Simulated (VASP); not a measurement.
# CsPbBr3 (Pm-3m) in VASP: a series of runs

Aim: see how the results for CsPbBr3 move with the level of theory and the settings. Levels: PBEsol, PBEsol+D3, PBEsol+D3(BJ). Tasks: relaxation of cell and atoms.

Program: VASP 6.6.1. These are calculated values, not measurements. Logs are shortened: lines on timing, memory, paths and dates and some standing lists are left out, and cuts for length are marked.

### 1 The structure

Symmetry: Pm-3m, No. 221, cubic system. The conventional cell has a = 5.870 Å, b = 5.870 Å, c = 5.870 Å, α = 90.00°, β = 90.00°, γ = 90.00°. Pb (site symmetry m-3m) has 6 Br at 2.94 Å as nearest neighbours. Around Cs (site symmetry m-3m) lie 12 Br at 4.15 Å. Br (site symmetry 4/mmm) is surrounded by 2 Pb at 2.94 Å.

Measurements of this composition are mostly on another form, of space group No. 62.

### 2 Relaxation of cell and atoms, PBEsol

File INCAR:

```
PREC = Accurate
ENCUT = 600
EDIFF = 1E-6
ISMEAR = -1
SIGMA = 0.05
LREAL = False
LASPH = True
NELM = 60
ALGO = Fast
ISIF = 3
LWAVE = False
LCHARG = False
GGA = PS
IBRION = 2
NSW = 40
EDIFFG = -0.005
```

File KPOINTS:

```
Automatic mesh
0
Gamma
  4 4 4
```

File POSCAR:

```
CsPbBr3
1.0
    5.8700000000      0.0000000000      0.0000000000
    0.0000000000      5.8700000000      0.0000000000
    0.0000000000      0.0000000000      5.8700000000
Pb Cs Br
1 1 3
Direct
    0.5000000000      0.5000000000      0.5000000000
    0.0000000000      0.0000000000      0.0000000000
    0.5000000000      0.5000000000      0.0000000000
    0.5000000000      0.0000000000      0.5000000000
    0.0000000000      0.5000000000      0.5000000000
```

Potentials or basis: VASP PAW PBE potentials, release 64 (Pb_d, Cs_sv, Br).

Launch:

```console
> cat potpaw_PBE.64/Pb_d/POTCAR potpaw_PBE.64/Cs_sv/POTCAR potpaw_PBE.64/Br/POTCAR > POTCAR
> mpirun -np 1 vasp_std > vasp.out
```

OUTCAR:

```text
PREC = Accurate
   ENCUT = 600
   EDIFF = 1E-6
   ISMEAR = -1
   LREAL = False
   LASPH = True
   NELM = 60
   ISIF = 3
   GGA = PS
   IBRION = 2
   NSW = 40
   EDIFFG = -0.005

 ion  position               nearest neighbor table
   1  0.500  0.500  0.500-   3 2.94   4 2.94   5 2.94   3 2.94   4 2.94   5 2.94
   2  0.000  0.000  0.000-
   3  0.500  0.500  0.000-   1 2.94   1 2.94
   4  0.500  0.000  0.500-   1 2.94   1 2.94
   5  0.000  0.500  0.500-   1 2.94   1 2.94

  LATTYP: Found a simple cubic cell.
 ALAT       =     5.8700000000

  Lattice vectors:

 A1 = (   5.8700000000,   0.0000000000,   0.0000000000)
 A2 = (   0.0000000000,   5.8700000000,   0.0000000000)
 A3 = (   0.0000000000,   0.0000000000,   5.8700000000)

Analysis of symmetry for initial positions (statically):
=====================================================================
 Subroutine PRICEL returns:
 Original cell was already a primitive cell.

 Routine SETGRP: Setting up the symmetry group for a
 simple cubic supercell.

 Subroutine GETGRP returns: Found 48 space group operations
 (whereof 48 operations were pure point group operations)
 out of a pool of 48 trial point group operations.

The static configuration has the point symmetry O_h .

Analysis of symmetry for dynamics (positions and initial velocities):
=====================================================================
 Subroutine PRICEL returns:
 Original cell was already a primitive cell.

 Routine SETGRP: Setting up the symmetry group for a
 simple cubic supercell.

 Subroutine GETGRP returns: Found 48 space group operations
 (whereof 48 operations were pure point group operations)
 out of a pool of 48 trial point group operations.

The dynamic configuration has the point symmetry O_h .

 Subroutine INISYM returns: Found 48 space group operations
 (whereof 48 operations are pure point group operations),
 and found     1 'primitive' translations

----------------------------------------------------------------------------------------

                                     Primitive cell

  volume of cell :     202.2620

  direct lattice vectors                    reciprocal lattice vectors
     5.870000000  0.000000000  0.000000000     0.170357751  0.000000000  0.000000000
     0.000000000  5.870000000  0.000000000     0.000000000  0.170357751  0.000000000
     0.000000000  0.000000000  5.870000000     0.000000000  0.000000000  0.170357751

  length of vectors
     5.870000000  5.870000000  5.870000000     0.170357751  0.170357751  0.170357751

  position of ions in fractional coordinates (direct lattice)
     0.500000000  0.500000000  0.500000000
     0.000000000  0.000000000  0.000000000
     0.500000000  0.500000000  0.000000000
     0.500000000  0.000000000  0.500000000
     0.000000000  0.500000000  0.500000000

  ion indices of the primitive-cell ions
   primitive index   ion index
                 1           1
                 2           2
                 3           3
                 4           4
                 5           5

----------------------------------------------------------------------------------------

 KPOINTS: Automatic mesh

Automatic generation of k-mesh.
 Grid dimensions read from file:
 generate k-points for:    4    4    4

 Generating k-lattice:

  Cartesian coordinates                     Fractional coordinates (reciprocal lattice)
     0.042589438  0.000000000  0.000000000     0.250000000  0.000000000  0.000000000
     0.000000000  0.042589438  0.000000000     0.000000000  0.250000000  0.000000000
     0.000000000  0.000000000  0.042589438     0.000000000  0.000000000  0.250000000

  Length of vectors
     0.042589438  0.042589438  0.042589438

  Shift w.r.t. Gamma in fractional coordinates (k-lattice)
     0.000000000  0.000000000  0.000000000

 Subroutine IBZKPT returns following result:
 ===========================================

 Found     10 irreducible k-points:

 Following reciprocal coordinates:
            Coordinates               Weight
  0.000000  0.000000  0.000000      1.000000
  0.250000  0.000000  0.000000      6.000000
  0.500000  0.000000  0.000000      3.000000
  0.250000  0.250000  0.000000     12.000000
  0.500000  0.250000  0.000000     12.000000
  0.500000  0.500000  0.000000      3.000000
  0.250000  0.250000  0.250000      8.000000
  0.500000  0.250000  0.250000     12.000000
  0.500000  0.500000  0.250000      6.000000
  0.500000  0.500000  0.500000      1.000000
   k-points           NKPTS =     10   k-points in BZ     NKDIM =     10   number of bands    NBANDS=     26
   number of dos      NEDOS =    301   number of ions     NIONS =      5
   total plane-waves  NPLWV = 110592
   dimension x,y,z NGX =    48 NGY =   48 NGZ =   48
   dimension x,y,z NGXF=    96 NGYF=   96 NGZF=   96
   ions per type =               1   1   3
   NGX,Y,Z   is equivalent  to a cutoff of  13.59, 13.59, 13.59 a.u.
   NGXF,Y,Z  is equivalent  to a cutoff of  27.19, 27.19, 27.19 a.u.
 SYSTEM =  unknown system
   PREC   = accura    normal or accurate (medium, high low for compatibility)
   ISTART =      0    job   : 0-new  1-cont  2-samecut
   ICHARG =      2    charge: 1-file 2-atom 10-const
   ISPIN  =      1    spin polarized calculation?
   LNONCOLLINEAR =      F non collinear calculations
   LSORBIT =      F    spin-orbit coupling
   LASPH  =      T    aspherical Exc in radial PAW
   ENCUT  =  600.0 eV  44.10 Ry    6.64 a.u.  11.72 11.72 11.72*2*pi/ulx,y,z
   NELM   =     60;   NELMIN=  2; NELMDL= -5     # of ELM steps
   EDIFF  = 0.1E-05   stopping-criterion for ELM
   LREAL  =      F    real-space projection
   EDIFFG = -.5E-02   stopping-criterion for IOM
   NSW    =     40    number of steps for IOM
   IBRION =      2    ionic relax: 0-MD 1-quasi-New 2-CG
   NFREE  =      1    steps in history (QN), initial steepest desc. (CG)
   ISIF   =      3    stress and relaxation
   ISYM   =      2    0-nonsym 1-usesym 2-fastsym
   POTIM  = 0.5000    time-step for ionic-motion
   TEBEG  =    0.0;   TEEND  =   0.0 temperature during run
   PSTRESS=    0.0 pullay stress
   NELECT =      44.0000    total number of electrons
   NUPDOWN=      -1.0000    fix difference up-down
   EMIN   =  10.00;   EMAX   =-10.00  energy-range for DOS
   EFERMI =   0.00;   METHOD = LEGACY
   ISMEAR =    -1;   SIGMA  =   0.05  broadening in eV -4-tet -1-fermi 0-gaus
   EFERMI_NEDOS =   21; number of points for ismear=-14 and -15
   IALGO  =     68    algorithm
   IMIX   =      4    mixing-type and parameters
     AMIX     =   0.40;   BMIX     =  1.00
     AMIX_MAG =   1.60;   BMIX_MAG =  1.00
  volume/ion in A,a.u.               =      40.45       272.99
  Fermi-wavevector in a.u.,A,eV,Ry     =   0.984587  1.860600 13.189657  0.969412
  Thomas-Fermi vector in A             =   2.115831
   LORBIT       =      0    0 simple, 1 ext, 2 COOP (PROOUT), +10 PAW based schemes
   GGA     = PS    functional components
   LHFCALC =     F    Hartree Fock is set to
   AEXX    =    0.0000 exact exchange contribution
   IVDW    =     0    specifies the selected vdW correction
   LEPSILON=     F    determine dielectric tensor
   LRPA    =     F    only Hartree local field effects (RPA)
 conjugate gradient relaxation of ions
 non-spin polarized calculation
 RMM-DIIS sequential band-by-band and
  energy-cutoff  :      600.00
  volume of cell :      202.26
 maximum number of plane-waves:      6816
 NGX is ok and might be reduce to    48
   NGX = 23   NGY = 23   NGZ = 23

--------------------------------------- Ionic step        1  -------------------------------------------

 number of electron      44.0000000 magnetization

 Free energy of the ion-electron system (eV)
  ---------------------------------------------------
  ext. energy  EPLUGINS =         0.00000000
  ---------------------------------------------------
  free energy    TOTEN  =       -16.77442396 eV

  energy without entropy =      -16.77442390  energy(sigma->0) =      -16.77442393

------------------------ aborting loop because EDIFF is reached ----------------------------------------

  FORCE on cell =-STRESS in cart. coord.  units (eV):
  Direction    XX          YY          ZZ          XY          YZ          ZX
  --------------------------------------------------------------------------------------
  -------------------------------------------------------------------------------------
  Total        0.1762384      0.1762384      0.1762384     -0.0000000      0.0000000      0.0000000
  in kB        1.3960368      1.3960368      1.3960368     -0.0000000      0.0000000      0.0000000
  external PRESSURE =       1.3960368 kB  Pullay stress =       0.0000000 kB

 VOLUME and BASIS-vectors are now :
 -----------------------------------------------------------------------------
  energy-cutoff  :      600.00
  volume of cell :      202.26
      direct lattice vectors                 reciprocal lattice vectors
     5.870000000  0.000000000  0.000000000     0.170357751  0.000000000  0.000000000
     0.000000000  5.870000000  0.000000000     0.000000000  0.170357751  0.000000000
     0.000000000  0.000000000  5.870000000     0.000000000  0.000000000  0.170357751

 POSITION                                       TOTAL-FORCE (eV/Angst)
 -----------------------------------------------------------------------------------
      2.93500      2.93500      2.93500         0.000000      0.000000      0.000000
      0.00000      0.00000      0.00000         0.000000      0.000000      0.000000
      2.93500      2.93500      0.00000         0.000000      0.000000      0.000000
      2.93500      0.00000      2.93500         0.000000      0.000000      0.000000
      0.00000      2.93500      2.93500         0.000000      0.000000      0.000000
 -----------------------------------------------------------------------------------
    total drift:                                0.000000     -0.000000     -0.000000

  FREE ENERGIE OF THE ION-ELECTRON SYSTEM (eV)
  ---------------------------------------------------
  free  energy   TOTEN  =       -16.7744239586 eV
[... 26 lines left out ...]
 POSITION                                       TOTAL-FORCE (eV/Angst)
 -----------------------------------------------------------------------------------
      2.93999      2.93999      2.93999         0.000000      0.000000      0.000000
      0.00000      0.00000      0.00000        -0.000000     -0.000000      0.000000
      2.93999      2.93999      0.00000        -0.000000     -0.000000      0.000000
      2.93999      0.00000      2.93999        -0.000000     -0.000000      0.000000
     -0.00000      2.93999      2.93999        -0.000000     -0.000000      0.000000
 -----------------------------------------------------------------------------------
    total drift:                                0.000000     -0.000000     -0.000000

  FREE ENERGIE OF THE ION-ELECTRON SYSTEM (eV)
  ---------------------------------------------------
  free  energy   TOTEN  =       -16.7749776686 eV

  energy  without entropy=      -16.7749776224  energy(sigma->0) =      -16.77497765

--------------------------------------- Ionic step        3  -------------------------------------------

 number of electron      43.9999997 magnetization

 Free energy of the ion-electron system (eV)
  ---------------------------------------------------
  ext. energy  EPLUGINS =         0.00000000
  ---------------------------------------------------
  free energy    TOTEN  =       -16.77500359 eV

  energy without entropy =      -16.77500355  energy(sigma->0) =      -16.77500357

 E-fermi :   1.8257     XC(G=0):  -7.7886

 val. band max:        1.1295557448   @ k =   0.5000   0.5000   0.5000
 cond. band min:       2.5773115652   @ k =   0.5000   0.5000   0.5000
 fundamental gap:      1.4477558204
 Fermi energy:         1.8256942124

 k-point     1 :       0.0000    0.0000    0.0000
  band No.  band energies     occupation
      1     -20.2916      2.00000
      2     -15.6803      2.00000
      3     -15.6803      2.00000
      4     -15.5164      2.00000
      5     -15.5164      2.00000
      6     -15.5164      2.00000
[... 18 lines left out ...]
     25       5.1911      0.00000
     26       5.9291      0.00000

 k-point     2 :       0.2500    0.0000    0.0000
  band No.  band energies     occupation
      1     -20.2911      2.00000
      2     -15.6802      2.00000
      3     -15.6486      2.00000
      4     -15.5169      2.00000
      5     -15.5169      2.00000
      6     -15.5164      2.00000
[... 263 lines left out ...]
 VOLUME and BASIS-vectors are now :
 -----------------------------------------------------------------------------
  energy-cutoff  :      600.00
  volume of cell :      203.60
      direct lattice vectors                 reciprocal lattice vectors
     5.882894214  0.000000000  0.000000000     0.169984359  0.000000000  0.000000000
    -0.000000000  5.882894214  0.000000000    -0.000000000  0.169984359 -0.000000000
    -0.000000000  0.000000000  5.882894214    -0.000000000 -0.000000000  0.169984359

 POSITION                                       TOTAL-FORCE (eV/Angst)
 -----------------------------------------------------------------------------------
      2.94145      2.94145      2.94145         0.000000      0.000000      0.000000
      0.00000      0.00000      0.00000        -0.000000     -0.000000      0.000000
      2.94145      2.94145      0.00000        -0.000000     -0.000000      0.000000
      2.94145      0.00000      2.94145        -0.000000     -0.000000      0.000000
     -0.00000      2.94145      2.94145        -0.000000     -0.000000      0.000000
 -----------------------------------------------------------------------------------
    total drift:                                0.000000     -0.000000     -0.000000

  FREE ENERGIE OF THE ION-ELECTRON SYSTEM (eV)
  ---------------------------------------------------
  free  energy   TOTEN  =       -16.7750035914 eV

  energy  without entropy=      -16.7750035478  energy(sigma->0) =      -16.77500357

 reached required accuracy - stopping structural energy minimisation
```

Run time: 3.1 min. Hardware: 1 thread of AMD EPYC 7R43 (Zen 3), shared host; peak memory 0.34 GiB.

What came out:

| Item | Value |
| --- | --- |
| Free energy | -16.7750 eV |
| Relaxed volume | 40.72 Å³/atom |
| Relaxed cell | a = 5.883 Å, b = 5.883 Å, c = 5.883 Å, α = 90.00°, β = 90.00°, γ = 90.00° |
| Space group after relaxing (to 0.05 Å) | Pm-3m (No. 221) |
| Energy gained by relaxing | 0.1 meV/atom |
| Ionic steps | 3 |
| Pressure after relaxing | 0.0 GPa |
| Band gap on the k mesh | 1.45 eV, direct |

Step by step:
| step | energy change (eV) | largest force (eV/Å) | pressure (GPa) | volume (Å³) |
| --- | --- | --- | --- | --- |
| 1 | 0.0000 | 0.0000 | 0.14 | 202.26 |
| 2 | -0.0006 | 0.0000 | 0.03 | 203.30 |
| 3 | -0.0006 | 0.0000 | 0.01 | 203.60 |

Final structure:
```
Pb Cs Br
1.0
     5.88289    0.00000    0.00000
     0.00000    5.88289    0.00000
     0.00000    0.00000    5.88289
Pb Cs Br
1 1 3
Direct
  0.50000 0.50000 0.50000
  0.00000 0.00000 0.00000
  0.50000 0.50000 0.00000
  0.50000 0.00000 0.50000
  0.00000 0.50000 0.50000
```

Caveat: the PAW data sets were made with another functional, which shifts forces and pressure a little; spin-orbit coupling is left out, which as a rule narrows the gap of such compounds by several tenths of an eV. A k mesh can miss the band edges.

### 3 Relaxation of cell and atoms, PBEsol+D3

INCAR: that of step 2 with these lines changed.

```diff
@@ -13,2 +13,3 @@
 GGA = PS
+IVDW = 11
 IBRION = 2
```

KPOINTS is that of step 2.

POSCAR is that of step 2.

Potentials or basis: VASP PAW PBE potentials, release 64 (Pb_d, Cs_sv, Br).

Launch:

```console
> cat potpaw_PBE.64/Pb_d/POTCAR potpaw_PBE.64/Cs_sv/POTCAR potpaw_PBE.64/Br/POTCAR > POTCAR
> mpirun -np 1 vasp_std > vasp.out
```

It took 3.1 min on 1 thread of AMD EPYC 7R43 (Zen 3), shared host; peak memory 0.36 GiB.

The run converged. Its results:

```yaml
Free_energy: -17.7916 eV
Relaxed_volume: 39.54 Å³/atom
Relaxed_cell: a = 5.826 Å, b = 5.826 Å, c = 5.826 Å, α = 90.00°, β = 90.00°, γ = 90.00°
Space_group_after_relaxing_to_0.05_Å: Pm-3m (No. 221)
Energy_gained_by_relaxing: 1.7 meV/atom
Ionic_steps: 3
Pressure_after_relaxing: 0.0 GPa
Band_gap_on_the_k_mesh: 1.32 eV, direct
Dispersion_energy_per_atom: -0.206 eV
```

The path:
```tsv
step	energy change (eV)	largest force (eV/Å)	pressure (GPa)	volume (Å³)
1	0.0000	0.0000	-0.57	202.26
2	-0.0083	0.0000	-0.05	198.06
3	-0.0083	0.0000	-0.01	197.71
```

Final structure:
```
Pb Cs Br
1.0
     5.82560    0.00000    0.00000
     0.00000    5.82560    0.00000
     0.00000    0.00000    5.82560
Pb Cs Br
1 1 3
Direct
  0.50000 0.50000 0.50000
  0.00000 0.00000 0.00000
  0.50000 0.50000 0.00000
  0.50000 0.00000 0.50000
  0.00000 0.50000 0.50000
```

Levels at points of the mesh, in eV from the valence-band top:
```csv
k point,band 19,band 20,band 21,band 22,band 23,band 24,band 25,band 26
"(0.00, 0.00, 0.00)",-2.34,-2.21,-2.21,-2.21,2.75,3.85,3.85,4.60
"(0.50, 0.00, 0.00)",-2.48,-2.33,-2.33,-1.52,2.44,4.26,4.83,4.93
"(0.50, 0.50, 0.00)",-2.58,-2.42,-1.83,-0.75,1.92,1.92,4.77,4.98
"(0.50, 0.50, 0.50)",-1.82,-1.82,-1.82,0.00,1.32,1.32,1.32,4.26
```

Caveat: the PAW data sets were made with another functional, which shifts forces and pressure a little; spin-orbit coupling is left out, which as a rule narrows the gap of such compounds by several tenths of an eV. A hybrid or GW would open this gap; PBEsol tends to underestimate it.

[end of part 1 of 2]
